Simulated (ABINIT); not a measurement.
BaTiO3:

```
Ba Ti O
1.0
     2.82737    1.63238    2.31839
    -2.82737    1.63238    2.31839
     0.00000   -3.26476    2.31839
Ba Ti O
1 1 3
Cartesian
  0.0000 0.0000 0.0000
  0.0000 0.0000 3.3698
  1.3885 -0.8017 2.3988
  -1.3885 -0.8017 2.3988
  0.0000 1.6033 2.3988
```

Base run:

- Program: ABINIT 10.8.3 (patched build)
- Functional: PBE
- Potentials or basis: PseudoDojo NC SR PBE v0.4 stringent
- Cutoff: 1252 eV
- k mesh: 7 × 7 × 7
- Occupations: fermi-dirac, width 0.05 eV
- Spin: no spin polarisation

Its results: band gap on the k mesh 2.51 eV, indirect (least direct gap 2.81 eV); pressure 4.7 GPa; largest force 0.149 eV/Å.

Problem. The run is repeated on the same cell with these changes: potentials or basis from PseudoDojo NC SR PBE v0.4 stringent to PseudoDojo NC SR PBE v0.4.1 standard; cutoff from 1252 eV to 1143 eV. What comes out?

Solution. Band gap on the k mesh 2.49 eV, indirect (least direct gap 2.82 eV); pressure 5.3 GPa; largest force 0.137 eV/Å.

Caveats: spin-orbit coupling is left out, which moves the levels of the heavy elements; an odd mesh through Γ misses points on the zone boundary, where band edges often lie; this set's barium file shifts pressures by 1 GPa against other sets (some runs); this release of the barium file is off (some runs).
